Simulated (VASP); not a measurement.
# Ru (P6/mmm) in VASP: a series of runs

One crystal, Ru, is run at these levels: PBE; tasks: single point, relaxation of cell and atoms.

All numbers are computed with VASP 6.6.1; they aren't measurements. Logs are shortened: lines on timing, memory, paths and dates and some standing lists are left out, and cuts for length are marked.

## 1. The crystal as given

Symmetry: P6/mmm, No. 191, hexagonal system. Conventional cell: a = 3.752 Å, b = 3.752 Å, c = 3.199 Å, α = 90.00°, β = 90.00°, γ = 120.00°. Around Ru (site symmetry -6m2) lie 3 Ru at 2.17 Å. Around Ru (site symmetry 6/mmm) lie 12 Ru at 2.69 Å.

The cell was built by a generator and needn't be a form met in nature.

## 2. Single point, PBE

The input, INCAR:

```
ALGO = Fast
EDIFF = 1E-6
ENCUT = 520
GGA = PE
ISIF = 2
ISMEAR = 0
LASPH = True
LCHARG = False
LREAL = False
LWAVE = False
NBANDS = 28
NELM = 100
PREC = Accurate
SIGMA = 0.1
```

The input, KPOINTS:

```
k-points
0
Gamma
  6 6 6
```

The input, POSCAR:

```
Ru
1.0
    3.7522547506      0.0000000000      0.0000000000
   -1.8761273753      3.2495479354      0.0000000000
    0.0000000000      0.0000000000      3.1985064804
Ru
3
Direct
    0.3333333333      0.6666666667      0.5000000000
    0.0000000000      0.0000000000      0.0000000000
    0.6666666667      0.3333333333      0.5000000000
```

Potentials or basis: VASP PAW PBE potentials, release 64 (Ru_pv).

Started as:

```bash
> cat potpaw_PBE.64/Ru_pv/POTCAR > POTCAR
> mpirun -np 1 vasp_std > vasp.out
```

OUTCAR:

```text
EDIFF = 1E-6
   ENCUT = 520
   GGA = PE
   ISIF = 2
   ISMEAR = 0
   LASPH = True
   LREAL = False
   NELM = 100
   PREC = Accurate

 ion  position               nearest neighbor table
   1  0.333  0.667  0.500-   3 2.17   3 2.17   3 2.17   2 2.69   2 2.69   2 2.69   2 2.69   2 2.69
                             2 2.69
   2  0.000  0.000  0.000-   1 2.69   3 2.69   1 2.69   3 2.69   1 2.69   1 2.69   3 2.69   3 2.69
                             3 2.69   3 2.69   1 2.69   1 2.69
   3  0.667  0.333  0.500-   1 2.17   1 2.17   1 2.17   2 2.69   2 2.69   2 2.69   2 2.69   2 2.69
                             2 2.69

  LATTYP: Found a hexagonal cell.
 ALAT       =     3.7522547506
 C/A-ratio  =     0.8524225281

  Lattice vectors:

 A1 = (   3.7522547506,   0.0000000000,   0.0000000000)
 A2 = (  -1.8761273753,   3.2495479354,   0.0000000000)
 A3 = (   0.0000000000,   0.0000000000,   3.1985064804)

Analysis of symmetry for initial positions (statically):
=====================================================================
 Subroutine PRICEL returns:
 Original cell was already a primitive cell.

 Routine SETGRP: Setting up the symmetry group for a
 hexagonal supercell.

 Subroutine GETGRP returns: Found 24 space group operations
 (whereof 24 operations were pure point group operations)
 out of a pool of 24 trial point group operations.

The static configuration has the point symmetry D_6h.

Analysis of symmetry for dynamics (positions and initial velocities):
=====================================================================
 Subroutine PRICEL returns:
 Original cell was already a primitive cell.

 Routine SETGRP: Setting up the symmetry group for a
 hexagonal supercell.

 Subroutine GETGRP returns: Found 24 space group operations
 (whereof 24 operations were pure point group operations)
 out of a pool of 24 trial point group operations.

The dynamic configuration has the point symmetry D_6h.

 Subroutine INISYM returns: Found 24 space group operations
 (whereof 24 operations are pure point group operations),
 and found     1 'primitive' translations

----------------------------------------------------------------------------------------

                                     Primitive cell

  volume of cell :      38.9998

  direct lattice vectors                    reciprocal lattice vectors
     3.752254751  0.000000000  0.000000000     0.266506425  0.153867556  0.000000000
    -1.876127375  3.249547935  0.000000000     0.000000000  0.307735113  0.000000000
     0.000000000  0.000000000  3.198506480     0.000000000  0.000000000  0.312645920

  length of vectors
     3.752254751  3.752254751  3.198506480     0.307735113  0.307735113  0.312645920

  position of ions in fractional coordinates (direct lattice)
     0.333333333  0.666666667  0.500000000
     0.000000000  0.000000000  0.000000000
     0.666666667  0.333333333  0.500000000

  ion indices of the primitive-cell ions
   primitive index   ion index
                 1           1
                 2           2
                 3           3

----------------------------------------------------------------------------------------

 KPOINTS: k-points

Automatic generation of k-mesh.
 Grid dimensions read from file:
 generate k-points for:    6    6    6

 Generating k-lattice:

  Cartesian coordinates                     Fractional coordinates (reciprocal lattice)
     0.044417738  0.025644593  0.000000000     0.166666667 -0.000000000  0.000000000
     0.000000000  0.051289185  0.000000000     0.000000000  0.166666667  0.000000000
     0.000000000  0.000000000  0.052107653     0.000000000  0.000000000  0.166666667

  Length of vectors
     0.051289185  0.051289185  0.052107653

  Shift w.r.t. Gamma in fractional coordinates (k-lattice)
     0.000000000  0.000000000  0.000000000

 Subroutine IBZKPT returns following result:
 ===========================================

 Found     28 irreducible k-points:

 Following reciprocal coordinates:
            Coordinates               Weight
  0.000000  0.000000  0.000000      1.000000
  0.166667  0.000000  0.000000      6.000000
  0.333333  0.000000  0.000000      6.000000
  0.500000  0.000000  0.000000      3.000000
  0.166667  0.166667  0.000000      6.000000
  0.333333  0.166667  0.000000     12.000000
[... 16 lines left out ...]
  0.166667  0.000000  0.500000      6.000000
  0.333333  0.000000  0.500000      6.000000
 [... further k-points ...]
   k-points           NKPTS =     28   k-points in BZ     NKDIM =     28   number of bands    NBANDS=     28
   number of dos      NEDOS =    301   number of ions     NIONS =      3
   total plane-waves  NPLWV =  18816
   dimension x,y,z NGX =    28 NGY =   28 NGZ =   24
   dimension x,y,z NGXF=    56 NGYF=   56 NGZF=   48
   ions per type =               3
   NGX,Y,Z   is equivalent  to a cutoff of  12.41, 12.41, 12.47 a.u.
   NGXF,Y,Z  is equivalent  to a cutoff of  24.81, 24.81, 24.95 a.u.
 SYSTEM =  unknown system
   PREC   = accura    normal or accurate (medium, high low for compatibility)
   ISTART =      0    job   : 0-new  1-cont  2-samecut
   ICHARG =      2    charge: 1-file 2-atom 10-const
   ISPIN  =      1    spin polarized calculation?
   LNONCOLLINEAR =      F non collinear calculations
   LSORBIT =      F    spin-orbit coupling
   LASPH  =      T    aspherical Exc in radial PAW
   ENCUT  =  520.0 eV  38.22 Ry    6.18 a.u.   6.98  6.98  5.95*2*pi/ulx,y,z
   NELM   =    100;   NELMIN=  2; NELMDL= -5     # of ELM steps
   EDIFF  = 0.1E-05   stopping-criterion for ELM
   LREAL  =      F    real-space projection
   EDIFFG = 0.1E-04   stopping-criterion for IOM
   NSW    =      0    number of steps for IOM
   IBRION =     -1    ionic relax: 0-MD 1-quasi-New 2-CG
   NFREE  =      0    steps in history (QN), initial steepest desc. (CG)
   ISIF   =      2    stress and relaxation
   ISYM   =      2    0-nonsym 1-usesym 2-fastsym
   POTIM  = 0.5000    time-step for ionic-motion
   TEBEG  =    0.0;   TEEND  =   0.0 temperature during run
   PSTRESS=    0.0 pullay stress
   NELECT =      42.0000    total number of electrons
   NUPDOWN=      -1.0000    fix difference up-down
   EMIN   =  10.00;   EMAX   =-10.00  energy-range for DOS
   EFERMI =   0.00;   METHOD = LEGACY
   ISMEAR =     0;   SIGMA  =   0.10  broadening in eV -4-tet -1-fermi 0-gaus
   EFERMI_NEDOS =   21; number of points for ismear=-14 and -15
   IALGO  =     68    algorithm
   IMIX   =      4    mixing-type and parameters
     AMIX     =   0.40;   BMIX     =  1.00
     AMIX_MAG =   1.60;   BMIX_MAG =  1.00
  volume/ion in A,a.u.               =      13.00        87.73
  Fermi-wavevector in a.u.,A,eV,Ry     =   1.678046  3.171046 38.311789  2.815837
  Thomas-Fermi vector in A             =   2.762204
   LORBIT       =      0    0 simple, 1 ext, 2 COOP (PROOUT), +10 PAW based schemes
   GGA     = PE    functional components
   LHFCALC =     F    Hartree Fock is set to
   AEXX    =    0.0000 exact exchange contribution
   IVDW    =     0    specifies the selected vdW correction
   LEPSILON=     F    determine dielectric tensor
   LRPA    =     F    only Hartree local field effects (RPA)
 non-spin polarized calculation
 RMM-DIIS sequential band-by-band and
 Gauss-broadening in eV      SIGMA  =   0.10
  energy-cutoff  :      520.00
  volume of cell :       39.00
 maximum number of plane-waves:      1060
 NGX is ok and might be reduce to    28
   NGX = 13   NGY = 13   NGZ = 11

 number of electron      41.9999997 magnetization

 Free energy of the ion-electron system (eV)
  ---------------------------------------------------
  ext. energy  EPLUGINS =         0.00000000
  ---------------------------------------------------
  free energy    TOTEN  =       -23.50661857 eV

  energy without entropy =      -23.48301348  energy(sigma->0) =      -23.49481602

 E-fermi :  14.0503     XC(G=0): -14.2630

 val. band max:       14.0497910486   @ k =   0.1667   0.0000   0.1667
 cond. band min:      14.0586847865   @ k =   0.3333   0.1667   0.3333
 fundamental gap:      0.0088937378
 Fermi energy:        14.0502631889

 k-point     1 :       0.0000    0.0000    0.0000
  band No.  band energies     occupation
      1     -31.0033      2.00000
      2     -31.0033      2.00000
      3     -29.8248      2.00000
      4     -29.1582      2.00000
      5     -29.1582      2.00000
      6     -29.0606      2.00000
[... 20 lines left out ...]
     27      25.9813      0.00000
     28      26.2383      0.00000

 k-point     2 :       0.1667    0.0000    0.0000
  band No.  band energies     occupation
      1     -31.0715      2.00000
      2     -30.9119      2.00000
      3     -29.7704      2.00000
      4     -29.1016      2.00000
      5     -29.0952      2.00000
      6     -29.0790      2.00000
[... 20 lines left out ...]
     27      22.9902      0.00000
     28      23.2474      0.00000

 k-point     3 :       0.3333    0.0000    0.0000
  band No.  band energies     occupation
      1     -31.1936      2.00000
      2     -30.6665      2.00000
      3     -29.6310      2.00000
      4     -29.2105      2.00000
      5     -29.1166      2.00000
      6     -28.9380      2.00000
[... 20 lines left out ...]
     27      19.8157      0.00000
     28      24.0880      0.00000

 k-point     4 :       0.5000    0.0000    0.0000
  band No.  band energies     occupation
      1     -31.2490      2.00000
      2     -30.4791      2.00000
      3     -29.5148      2.00000
      4     -29.3567      2.00000
      5     -29.3098      2.00000
      6     -28.8752      2.00000
[... 578 lines left out ...]
     27      23.6898      0.00000
     28      25.1021      0.00000

 k-point    23 :       0.1667    0.0000    0.5000
  band No.  band energies     occupation
      1     -31.0458      2.00000
      2     -30.8900      2.00000
      3     -29.8408      2.00000
      4     -29.1825      2.00000
      5     -29.0189      2.00000
      6     -28.9228      2.00000
[... 20 lines left out ...]
     27      23.5795      0.00000
     28      25.2281      0.00000

 k-point    24 :       0.3333    0.0000    0.5000
  band No.  band energies     occupation
      1     -31.1451      2.00000
      2     -30.6717      2.00000
      3     -29.8208      2.00000
      4     -29.3022      2.00000
      5     -29.2161      2.00000
      6     -28.9263      2.00000
[... 20 lines left out ...]
     27      22.0683      0.00000
     28      23.3010      0.00000

 [... further k-points ...]

------------------------ aborting loop because EDIFF is reached ----------------------------------------

  FORCE on cell =-STRESS in cart. coord.  units (eV):
  Direction    XX          YY          ZZ          XY          YZ          ZX
  --------------------------------------------------------------------------------------
  -------------------------------------------------------------------------------------
  Total       25.0091004     25.0091004      1.7127271     -0.0000000     -0.0000000      0.0000000
  in kB     1027.4155941   1027.4155940     70.3616900     -0.0000000     -0.0000000      0.0000000
  external PRESSURE =     708.3976261 kB  Pullay stress =       0.0000000 kB

 VOLUME and BASIS-vectors are now :
 -----------------------------------------------------------------------------
  energy-cutoff  :      520.00
  volume of cell :       39.00
      direct lattice vectors                 reciprocal lattice vectors
     3.752254751  0.000000000  0.000000000     0.266506425  0.153867556  0.000000000
    -1.876127375  3.249547935  0.000000000     0.000000000  0.307735113  0.000000000
     0.000000000  0.000000000  3.198506480     0.000000000  0.000000000  0.312645920

 POSITION                                       TOTAL-FORCE (eV/Angst)
 -----------------------------------------------------------------------------------
     -0.00000      2.16637      1.59925         0.000000      0.000000      0.000000
      0.00000      0.00000      0.00000         0.000000      0.000000      0.000000
      1.87613      1.08318      1.59925        -0.000000      0.000000      0.000000
 -----------------------------------------------------------------------------------
    total drift:                               -0.000000      0.000000     -0.000000

  FREE ENERGIE OF THE ION-ELECTRON SYSTEM (eV)
  ---------------------------------------------------
  free  energy   TOTEN  =       -23.5066185711 eV

  energy  without entropy=      -23.4830134775  energy(sigma->0) =      -23.49481602
```

Run time: 20 s. Hardware: 1 thread of Intel Xeon Platinum 8488C (Sapphire Rapids), shared host; peak memory 0.15 GiB.

Results:

```yaml
Free_energy: -23.5066 eV
Pressure: 70.8 GPa
Band_gap_on_the_k_mesh: none (metal or under the smearing width)
```

Caveat: a pressure of tens of GPa on the cell as given is suspect, and the run, the potentials or the cell itself is likely at fault.

## 3. Single point, PBE

This run uses another cell than the first one, of 14.13 Å³/atom, 1.087 times its volume.

The input, INCAR:

```
SYSTEM = Ru
PREC = Accurate ; ENCUT = 520
EDIFF = 1E-6 ; ISMEAR = 0
SIGMA = 0.1 ; LREAL = .False.
LASPH = .True. ; NELM = 100
ALGO = Fast ; ISIF = 2
LWAVE = .False. ; LCHARG = .True.
GGA = PE ; LELF = .True.
LVHAR = .True. ; NBANDS = 28
```

The input, KPOINTS:

```
Automatic mesh
0
Gamma
  6 6 6
  0 0 0
```

The input, POSCAR:

```
Ru
1.0
    4.2656473400      0.0000000000      0.0000000000
   -2.1328236700      3.6941589600      0.0000000000
    0.0000000000      0.0000000000      2.6893250450
Ru
3
Direct
    0.3333333333      0.6666666667      0.5000000000
    0.0000000000      0.0000000000      0.0000000000
    0.6666666667      0.3333333333      0.5000000000
```

Potentials or basis: VASP PAW PBE potentials, release 64 (Ru_pv).

Started as:

```bash
> cat potpaw_PBE.64/Ru_pv/POTCAR > POTCAR
> mpirun -np 1 vasp_std > vasp.out
```

It took 19 s on 1 thread of Intel Xeon Platinum 8488C (Sapphire Rapids), shared host; peak memory 0.16 GiB.

The run converged. Its results:

```yaml
Free_energy: -26.8488 eV
Pressure: 0.1 GPa
Band_gap_on_the_k_mesh: none (metal or under the smearing width)
```

Stress tensor (GPa, compression positive):
```
 0.24  0.00  0.00
 0.00  0.24  0.00
 0.00  0.00 -0.17
```

Levels at points of the mesh, in eV from the Fermi level:
```tsv
k point	band 18	band 19	band 20	band 21	band 22	band 23	band 24	band 25
(0.00, 0.00, 0.00)	-2.08	-2.08	-1.46	-1.46	-1.35	-1.35	1.59	1.59
(0.50, 0.00, 0.00)	-2.46	-1.20	-1.12	0.37	0.73	0.75	0.77	1.27
(0.00, 0.00, 0.50)	-1.92	-1.92	0.64	0.64	1.29	1.29	2.30	3.30
(0.50, 0.00, 0.50)	-1.98	-0.78	-0.55	0.29	0.93	1.20	2.02	3.04
```

Caveat: the k mesh is coarse (spacing up to 0.39 Å⁻¹), so the values aren't converged.

## 4. Relaxation of cell and atoms, PBE

The input, INCAR:

```
SYSTEM = Ru
PREC = Accurate
ENCUT = 600
EDIFF = 1E-6
ISMEAR = 0
SIGMA = 0.1
LREAL = .False.
LASPH = .True.
NELM = 100
ALGO = Normal
ISIF = 3
LWAVE = .False.
LCHARG = .False.
GGA = PE
IBRION = 2
NSW = 90
EDIFFG = -0.04
```

KPOINTS is that of step 3.

The input, POSCAR:

```
Ru
1.0
    3.7522547506      0.0000000000      0.0000000000
   -1.8761273753      3.2495479354      0.0000000000
    0.0000000000      0.0000000000      3.1985064804
Ru
3
Direct
    0.3333333333      0.6666666667      0.5000000000
    0.0000000000      0.0000000000      0.0000000000
    0.6666666667      0.3333333333      0.5000000000
```

Started as:

```bash
> cat potpaw_PBE.64/Ru_pv/POTCAR > POTCAR
> mpirun -np 1 vasp_std > vasp.out
```

Run time: 4.1 min. Hardware: 1 thread of Intel Xeon Platinum 8488C (Sapphire Rapids), shared host; peak memory 0.18 GiB.

The run converged. Its results:

| Property | Result |
| --- | --- |
| Free energy | -26.8436 eV |
| Relaxed volume | 14.13 Å³/atom |
| Relaxed cell | a = 4.269 Å, b = 4.269 Å, c = 2.685 Å, α = 90.00°, β = 90.00°, γ = 120.00° |
| Space group after relaxing (to 0.05 Å) | P6/mmm (No. 191) |
| Energy gained by relaxing | 1112.1 meV/atom |
| Ionic steps | 10 |
| Pressure after relaxing | 0.1 GPa |
| Band gap on the k mesh | none (metal or under the smearing width) |

Stress tensor (GPa, compression positive):
```
-0.02  0.00  0.00
 0.00 -0.02  0.00
 0.00  0.00  0.37
```

Step by step:
```csv
step,energy change (eV),largest force (eV/Å),pressure (GPa),volume (Å³)
1,0.0000,0.0000,70.72,39.00
2,4.8519,0.0000,-37.32,78.70
3,-2.0153,0.0000,-21.50,49.76
4,-2.1142,0.0000,-14.24,48.06
5,-2.1244,0.0000,-10.64,47.35
6,-3.2796,0.0000,-6.54,43.60
7,-3.3301,0.0000,-3.46,42.93
8,-3.3335,0.0000,-2.39,42.73
9,-3.3222,0.0000,5.73,41.63
10,-3.3364,0.0000,0.11,42.38
```

Final structure:
```
CELL_PARAMETERS angstrom
4.26898 0.00000 0.00000
-2.13449 3.69704 0.00000
0.00000 0.00000 2.68525
ATOMIC_POSITIONS crystal
Ru 0.33333 0.66667 0.50000
Ru 0.00000 0.00000 0.00000
Ru 0.66667 0.33333 0.50000
```

Levels at points of the mesh, in eV from the Fermi level:
```
           k point  band 17  band 18  band 19  band 20  band 21  band 22  band 23  band 24  band 25
(0.00, 0.00, 0.00)    -2.76    -2.08    -2.08    -1.44    -1.44    -1.33    -1.33     1.59     1.59
(0.50, 0.00, 0.00)    -2.56    -2.47    -1.18    -1.11     0.37     0.73     0.76     0.78     1.76
(0.00, 0.00, 0.50)    -2.13    -1.94    -1.94     0.64     0.64     1.29     1.29     2.31     3.98
(0.50, 0.00, 0.50)    -2.03    -1.98    -0.78    -0.54     0.28     0.92     1.20     2.03     3.05
```

## 5. The runs side by side

| task | cell | cutoff (eV) | mesh quality | gap on the mesh (eV) | pressure (GPa) |
| --- | --- | --- | --- | --- | --- |
| single point | P6/mmm, 13.0 Å³/atom | 520 | not flagged | none | 70.8 |
| single point | P6/mmm, 14.13 Å³/atom | 520 | coarse | none | 0.1 |
| relaxation of cell and atoms | relaxed | 600 | not flagged | none | 0.1 |

Alike in all rows: level PBE; potentials or basis VASP PAW PBE potentials, release 64 (Ru_pv); no spin polarisation; k mesh 6 × 6 × 6; smearing gaussian 0.1 eV.

Caveats: some runs use coarse meshes; a pressure of tens of GPa on the cell as given is suspect, and the run, the potentials or the cell itself is likely at fault (some runs).

Absolute energies hang on the potentials; compare differences alone.
